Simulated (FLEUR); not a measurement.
# CdSe (Cadmoselite) (P6_3mc) in FLEUR: a series of runs

The runs below take CdSe (Cadmoselite) through band structure, equation of state, with PBE.

All numbers are computed with FLEUR MaX-R8.1 (later development tree); they aren't measurements. Logs are shortened: lines on timing, memory, paths and dates and some standing lists are left out, and cuts for length are marked.

**What was measured.**

A printed reference work, data compilation reports, for a bulk crystal of CdSe at 2 K: band gap 1.841 eV.

The results are compared with them further down.

### Step 1. Starting point

Symmetry: P6_3mc, No. 186, hexagonal system. Conventional cell: a = 4.300 Å, b = 4.300 Å, c = 7.020 Å, α = 90.00°, β = 90.00°, γ = 120.00°. Cd (site symmetry 3m) has 4 Se at 2.61 to 2.70 Å as nearest neighbours. Se (site symmetry 3m) is surrounded by 4 Cd at 2.61 to 2.70 Å.

### Step 2. Band structure, PBE

inp.xml

```xml
<?xml version="1.0" encoding="UTF-8" standalone="no"?>
<fleurInput fleurInputVersion="0.39">
   <comment>
      CdSe                                                                                                
   </comment>
   <calculationSetup>
      <cutoffs Kmax="4.5" Gmax="22.5" GmaxXC="22.5" numbands="0"/>
      <scfLoop itmax="60" minDistance="0.00001" maxIterBroyd="15" imix="Anderson" alpha="0.05" precondParam="0.0" spinf="2.0" sdNocoIR="T"/>
      <coreElectrons ctail="T" frcor="F" kcrel="0" coretail_lmax="0"/>
      <xcFunctional name="pbe" relativisticCorrections="F"/>
      <magnetism jspins="1"/>
      <soc l_soc="F" theta="0.0" phi="0.0" spav="F"/>
      <expertModes spex="0" secvar="F"/>
      <geometryOptimization l_f="F" forcealpha="1.0" forcemix="BFGS" epsdisp="0.00001" epsforce="0.00001"/>
      <ldaU l_linMix="F" mixParam="0.05" spinf="1.0"/>
   </calculationSetup>
   <cell>
      <bzIntegration valenceElectrons="72.0" mode="hist" fermiSmearingEnergy="0.00183747">
         <kPointListSelection listName="default-1"/>
         <!-- k-points included here -->
         <xi:include xmlns:xi="http://www.w3.org/2001/XInclude" href="kpts.xml"> </xi:include>
      </bzIntegration>
      <!-- symmetry operations included here -->
      <xi:include xmlns:xi="http://www.w3.org/2001/XInclude" href="sym.xml"> </xi:include>
      <bulkLattice scale="1.0">
[... 32 lines left out ...]
         <lo type="SCLO" l="2" n="3" eDeriv="0"/>
         <lo type="SCLO" l="0" n="4" eDeriv="2"/>
         <lo type="SCLO" l="1" n="4" eDeriv="2"/>
         <lo type="SCLO" l="3" n="4" eDeriv="2"/>
      </species>
   </atomSpecies>
   <atomGroups>
      <atomGroup species="Cadmium (Cd)">
         <relPos label="                   1">-1.000/3.000 1.000/3.000 1.000/2.000</relPos>
         <relPos label="                   2">1.000/3.000 -1.000/3.000 .0000000000</relPos>
         <force calculate="T" relaxXYZ="TTT"/>
      </atomGroup>
      <atomGroup species="Selenium (Se)">
         <relPos label="                   3">-1.000/3.000 1.000/3.000 -.1150000000</relPos>
         <relPos label="                   4">1.000/3.000 -1.000/3.000 .3850000000</relPos>
         <force calculate="T" relaxXYZ="TTT"/>
      </atomGroup>
   </atomGroups>
   <output dos="F" band="F" slice="F">
      <checks vchk="F" cdinf="F"/>
      <bandDOS minEnergy="-.5*Htr" maxEnergy="0.5*Htr" sigma="0.015" storeEVData="T"/>
      <vacuumDOS vacdos="F" integ="F" star="F" nstars="0" locx1="0.0" locy1="0.0" locx2="0.0" locy2="0.0" nstm="0" tworkf="0.0"/>
      <unfoldingBand unfoldBand="F" supercellX="1" supercellY="1" supercellZ="1"/>
      <plotting iplot="0" polar="F">
         <plot TwoD="T" vec1="  1.0  0.0  0.0" vec2="  0.0  1.0  0.0" vec3="  0.0  0.0  1.0" zero="  0.0  0.0  0.0" file="plot"/>
      </plotting>
      <chargeDensitySlicing numkpt="0" minEigenval="0.0" maxEigenval="0.0" nnne="0" pallst="F"/>
      <specialOutput eonly="F"/>
      <moessbauerParams electricFieldGradient="T" isomerShift="T" coreHyperfine="T" valenceHyperfine="T"/>
      <magneticCircularDichroism mcd="F" energyLo="-10.0" energyUp="0.0"/>
   </output>
  <!-- We include the file relax.xml here to enable relaxations (see documentation) -->
  <xi:include xmlns:xi="http://www.w3.org/2001/XInclude" href="relax.xml"> <xi:fallback/> </xi:include>
</fleurInput>
```

crystal.txt

```
CdSe
&input cartesian=F /
4.3000000000  0.0000000000  0.0000000000
-2.1500000000  3.7239092363  0.0000000000
0.0000000000  0.0000000000  7.0200000000
1.8897261246
1.0 1.0 1.0

4
48 0.6666666667  0.3333333333  0.5000000000
48 0.3333333333  0.6666666667  0.0000000000
34 0.6666666667  0.3333333333  0.8850000000
34 0.3333333333  0.6666666667  0.3850000000

&kpt div1=7 div2=7 div3=4 gamma=T /
```

inp.xml (bands)

```
<?xml version="1.0" encoding="UTF-8" standalone="no"?>
<fleurInput fleurInputVersion="0.39">
   <comment>
      CdSe                                                                                                
   </comment>
   <calculationSetup>
      <cutoffs Kmax="4.5" Gmax="22.5" GmaxXC="22.5" numbands="0"/>
      <scfLoop itmax="60" minDistance="0.00001" maxIterBroyd="15" imix="Anderson" alpha="0.05" precondParam="0.0" spinf="2.0" sdNocoIR="T"/>
      <coreElectrons ctail="T" frcor="F" kcrel="0" coretail_lmax="0"/>
      <xcFunctional name="pbe" relativisticCorrections="F"/>
      <magnetism jspins="1"/>
      <soc l_soc="F" theta="0.0" phi="0.0" spav="F"/>
      <expertModes spex="0" secvar="F"/>
      <geometryOptimization l_f="F" forcealpha="1.0" forcemix="BFGS" epsdisp="0.00001" epsforce="0.00001"/>
      <ldaU l_linMix="F" mixParam="0.05" spinf="1.0"/>
   </calculationSetup>
   <cell>
      <bzIntegration valenceElectrons="72.0" mode="hist" fermiSmearingEnergy="0.00183747">
         <kPointListSelection listName="path-1"/>
         <!-- k-points included here -->
         <xi:include xmlns:xi="http://www.w3.org/2001/XInclude" href="kpts.xml"> </xi:include>
      </bzIntegration>
      <!-- symmetry operations included here -->
      <xi:include xmlns:xi="http://www.w3.org/2001/XInclude" href="sym.xml"> </xi:include>
[... 33 lines left out ...]
         <lo type="SCLO" l="2" n="3" eDeriv="0"/>
         <lo type="SCLO" l="0" n="4" eDeriv="2"/>
         <lo type="SCLO" l="1" n="4" eDeriv="2"/>
         <lo type="SCLO" l="3" n="4" eDeriv="2"/>
      </species>
   </atomSpecies>
   <atomGroups>
      <atomGroup species="Cadmium (Cd)">
         <relPos label="                   1">-1.000/3.000 1.000/3.000 1.000/2.000</relPos>
         <relPos label="                   2">1.000/3.000 -1.000/3.000 .0000000000</relPos>
         <force calculate="T" relaxXYZ="TTT"/>
      </atomGroup>
      <atomGroup species="Selenium (Se)">
         <relPos label="                   3">-1.000/3.000 1.000/3.000 -.1150000000</relPos>
         <relPos label="                   4">1.000/3.000 -1.000/3.000 .3850000000</relPos>
         <force calculate="T" relaxXYZ="TTT"/>
      </atomGroup>
   </atomGroups>
   <output dos="F" band="T" slice="F">
      <checks vchk="F" cdinf="F"/>
      <bandDOS minEnergy="-.5*Htr" maxEnergy="0.5*Htr" sigma="0.015" storeEVData="T"/>
      <vacuumDOS vacdos="F" integ="F" star="F" nstars="0" locx1="0.0" locy1="0.0" locx2="0.0" locy2="0.0" nstm="0" tworkf="0.0"/>
      <unfoldingBand unfoldBand="F" supercellX="1" supercellY="1" supercellZ="1"/>
      <plotting iplot="0" polar="F">
         <plot TwoD="T" vec1="  1.0  0.0  0.0" vec2="  0.0  1.0  0.0" vec3="  0.0  0.0  1.0" zero="  0.0  0.0  0.0" file="plot"/>
      </plotting>
      <chargeDensitySlicing numkpt="0" minEigenval="0.0" maxEigenval="0.0" nnne="0" pallst="F"/>
      <specialOutput eonly="F"/>
      <moessbauerParams electricFieldGradient="T" isomerShift="T" coreHyperfine="T" valenceHyperfine="T"/>
      <magneticCircularDichroism mcd="F" energyLo="-10.0" energyUp="0.0"/>
   </output>
  <!-- We include the file relax.xml here to enable relaxations (see documentation) -->
  <xi:include xmlns:xi="http://www.w3.org/2001/XInclude" href="relax.xml"> <xi:fallback/> </xi:include>
</fleurInput>
```

Potentials or basis: all-electron, FLAPW.

Started as:

```bash
inpgen -f crystal.txt -profile moderate
# inp.xml edited to the form shown
fleur_MPI
fleur_MPI   # second run, on inp.xml (bands)
```

The program printed:

```text
Welcome to FLEUR        (www.flapw.de)
      MaX-Release 8.1          (www.max-centre.eu)

 ========== k-point set info ==========
 Selected k-point list: default-1
 k-point list type: mesh
 7 x 7 x 4
 Number of k points: 24

 ------------Calculation Setup---------------------------
 Number of MPI-tasks      :            1
 Number of PE/node        :            1
 Number of OMP-threads    :            1
 Most efficient MPI parallelization for:
           1           2           3           4           6           8          12          24
 Additional eigenvalue parallelization possible
 Number of basis functions:         1324
 Approximate size of matrices (H+S) per k-point:         0.052 GB
 --------------------------------------------------------
 Iteration:     1   Distance:       6.17306821 me/bohr^3
 Iteration:     2   Distance:       5.58774184 me/bohr^3
 Iteration:     3   Distance:       3.21773670 me/bohr^3
 Iteration:     4   Distance:       1.21516362 me/bohr^3
 Iteration:     5   Distance:       0.93524906 me/bohr^3
 Iteration:     6   Distance:       0.18097268 me/bohr^3
 Iteration:     7   Distance:       0.10772216 me/bohr^3
 Iteration:     8   Distance:       0.05825549 me/bohr^3
 Iteration:     9   Distance:       0.00584783 me/bohr^3
 Iteration:    10   Distance:       0.00539774 me/bohr^3
 Iteration:    11   Distance:       0.00102903 me/bohr^3
 Iteration:    12   Distance:       0.00038965 me/bohr^3
 Iteration:    13   Distance:       0.00018978 me/bohr^3
 Iteration:    14   Distance:       0.00005323 me/bohr^3
 Iteration:    15   Distance:       0.00004569 me/bohr^3
 Iteration:    16   Distance:       0.00004071 me/bohr^3
 Iteration:    17   Distance:       0.00002154 me/bohr^3
 Iteration:    18   Distance:       0.00000714 me/bohr^3

 ********************************************************************
 Run finished successfully
 Stop message:
   all done
 ********************************************************************
```

It took 14 min on 1 thread of Arm Neoverse V2, shared host; peak memory 0.23 GiB.

Results:

| Item | Value |
| --- | --- |
| Free energy | -436813.8351 eV |
| Band gap on the k mesh | 0.70 eV, direct |
| Band gap along the path | 0.70 eV, direct |
| Valence electrons inside the program's atomic spheres | Cd 18.38; Se 13.60 (radii Cd 2.47, Se 2.1 bohr) |

Levels at the corners of the path, in eV from the valence-band top:
| point | band 34 | band 35 | band 36 | band 37 | band 38 | band 39 |
| --- | --- | --- | --- | --- | --- | --- |
| Γ | -0.01 | 0.00 | 0.00 | 0.70 | 2.12 | 5.89 |
| M | -1.85 | -1.24 | -0.83 | 3.23 | 3.32 | 4.81 |
| K | -1.79 | -1.79 | -1.78 | 4.39 | 4.80 | 4.80 |
| Γ | -0.01 | 0.00 | 0.00 | 0.70 | 2.12 | 5.89 |
| A | -0.37 | -0.37 | -0.37 | 2.34 | 2.34 | 5.82 |
| L | -1.38 | -1.29 | -1.29 | 2.99 | 2.99 | 4.79 |
| H | -2.48 | -1.05 | -1.05 | 3.80 | 3.80 | 5.92 |
| A | -0.37 | -0.37 | -0.37 | 2.34 | 2.34 | 5.82 |
| L | -1.38 | -1.29 | -1.29 | 2.99 | 2.99 | 4.79 |
| M | -1.85 | -1.24 | -0.83 | 3.23 | 3.32 | 4.81 |
| K | -1.79 | -1.79 | -1.78 | 4.39 | 4.80 | 4.80 |
| H | -2.48 | -1.05 | -1.05 | 3.80 | 3.80 | 5.92 |

Core levels (eV from the Fermi level):
| atom | levels |
| --- | --- |
| 1 Cd | 1s1/2 -26506.1, 2s1/2 -3930.8, 2p1/2 -3659.0, 2p3/2 -3466.5, 3s1/2 -729.5, 3p1/2 -620.6, 3p3/2 -586.2, 3d3/2 -393.6, 3d5/2 -386.6 |
| 2 Cd | 1s1/2 -26506.1, 2s1/2 -3930.8, 2p1/2 -3659.0, 2p3/2 -3466.5, 3s1/2 -729.5, 3p1/2 -620.6, 3p3/2 -586.2, 3d3/2 -393.6, 3d5/2 -386.6 |
| 3 Se | 1s1/2 -12494.8, 2s1/2 -1600.3, 2p1/2 -1434.9, 2p3/2 -1393.2, 3s1/2 -207.3, 3p1/2 -150.8, 3p3/2 -144.9 |
| 4 Se | 1s1/2 -12494.8, 2s1/2 -1600.3, 2p1/2 -1434.9, 2p3/2 -1393.2, 3s1/2 -207.3, 3p1/2 -150.8, 3p3/2 -144.9 |

### Step 3. Equation of state, PBE, 26.42 Å³/atom (volume scaled by 0.94)

Changes to inp.xml since step 2:

```diff
@@ -24,3 +24,3 @@
       <xi:include xmlns:xi="http://www.w3.org/2001/XInclude" href="sym.xml"> </xi:include>
-      <bulkLattice scale="1.0">
+      <bulkLattice scale="0.9795861087">
          <bravaisMatrix>
@@ -34,3 +34,3 @@
       <species name="Cadmium (Cd)" element="Cd" atomicNumber="48">
-         <mtSphere radius="2.47" gridPoints="817" logIncrement="0.016"/>
+         <mtSphere radius="2.4" gridPoints="817" logIncrement="0.016"/>
          <atomicCutoffs lmax="9" lnonsphr="7"/>
@@ -48,3 +48,3 @@
       <species name="Selenium (Se)" element="Se" atomicNumber="34">
-         <mtSphere radius="2.1" gridPoints="695" logIncrement="0.018"/>
+         <mtSphere radius="2.04" gridPoints="695" logIncrement="0.018"/>
          <atomicCutoffs lmax="8" lnonsphr="6"/>
```

Potentials or basis: all-electron, FLAPW.

Started as:

```bash
inpgen -f crystal.txt -profile moderate
# inp.xml edited to the form shown
fleur_MPI
```

Wall time 10 min (1 thread of Arm Neoverse V2, shared host); peak memory 0.22 GiB.

Results (log left out):

| Item | Value |
| --- | --- |
| Free energy | -436813.6073 eV |
| Band gap on the k mesh | 0.83 eV, direct |
| Valence electrons inside the program's atomic spheres | Cd 18.27; Se 13.42 (radii Cd 2.4, Se 2.04 bohr) |

### Step 4. Equation of state, PBE, 26.98 Å³/atom (volume scaled by 0.96)

Changes to inp.xml since step 3:

```diff
@@ -24,3 +24,3 @@
       <xi:include xmlns:xi="http://www.w3.org/2001/XInclude" href="sym.xml"> </xi:include>
-      <bulkLattice scale="0.9795861087">
+      <bulkLattice scale="0.9864848297">
          <bravaisMatrix>
```

Started as:

```bash
inpgen -f crystal.txt -profile moderate
# inp.xml edited to the form shown
fleur_MPI
```

It took 12 min on 1 thread of Arm Neoverse V2, shared host; peak memory 0.22 GiB.

Results (log left out):

```yaml
Free_energy: -436813.6968 eV
Band_gap_on_the_k_mesh: 0.79 eV, direct
Valence_electrons_inside_the_program's_atomic_spheres: Cd 18.25; Se 13.41 (radii Cd 2.4, Se 2.04 bohr)
```

### Step 5. Against experiment

Step 2. A measured gap of CdSe is 1.841 eV (2 K; a printed reference work, data compilation); the calculated 0.70 eV misses it by -1.14 eV. So large a miss can be the level of theory's own, or it may mean another phase, state or a wrong row. Spin-orbit coupling on Cd, Se is left out. The value is that of PBE, without temperature or zero-point motion. Semilocal functionals fall short of measured gaps as a rule.
